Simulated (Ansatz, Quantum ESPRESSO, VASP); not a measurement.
## Os: programs and potentials compared

```
Os
1.0
     2.73410    0.00000    0.00000
    -1.36705    2.36780    0.00000
     0.00000    0.00000    4.31970
Os
2
Direct
  0.66667 0.33333 0.75000
  0.33333 0.66667 0.25000
```

Alike in all runs: task band structure; functional PBE; k mesh 11 × 11 × 6; occupations fermi-dirac, width 0.05 eV; no spin polarisation; no spin-orbit coupling. Pressure is positive in compression and, in plane waves, holds the error of the finite cutoff, which Ansatz's Pulay term estimates and takes out.

| program and potentials | plane-wave cutoff (eV) | notes | pressure (GPa) |
| --- | --- | --- | --- |
| Quantum ESPRESSO, PseudoDojo 0.4.1 SR PBE standard | 1007 | 16 valence electrons an atom on average | 8.20 |
| VASP, PBE PAW files Os, release 54, 500 eV | 500 | 8 valence electrons an atom on average | 8.85 |
| Ansatz, Ansatz PAW (files of its older set among them) | 480 | 16 valence electrons an atom on average; Pulay term of +0.02 GPa included | 8.99 |
| VASP, PBE PAW files Os, release 54, 520 eV | 520 | 8 valence electrons an atom on average | 8.85 |
| VASP, PBE PAW files Os_sv_GW, 550 eV | 550 | 16 valence electrons an atom on average | 7.20 |
| Ansatz, PseudoDojo stringent (PBE files) | 1007 | 16 valence electrons an atom on average | 8.25 |
| Ansatz, Ansatz NC | 1007 | 16 valence electrons an atom on average | 8.95 |
| VASP, PBE PAW files Os_sv_GW, 600 eV | 600 | 16 valence electrons an atom on average | 8.19 |
| Ansatz, all-electron LAPW, scalar-relativistic | - | - | 8.80 |

The pressure spans 7.20 (VASP, PBE PAW files Os_sv_GW, 550 eV) to 8.99 GPa (Ansatz, Ansatz PAW (files of its older set among them)), with all-electron results at 8.80.

The functional is the same throughout but for its coding, so the spread measures potentials, basis and numerics; runs on potential files found faulty are left out.
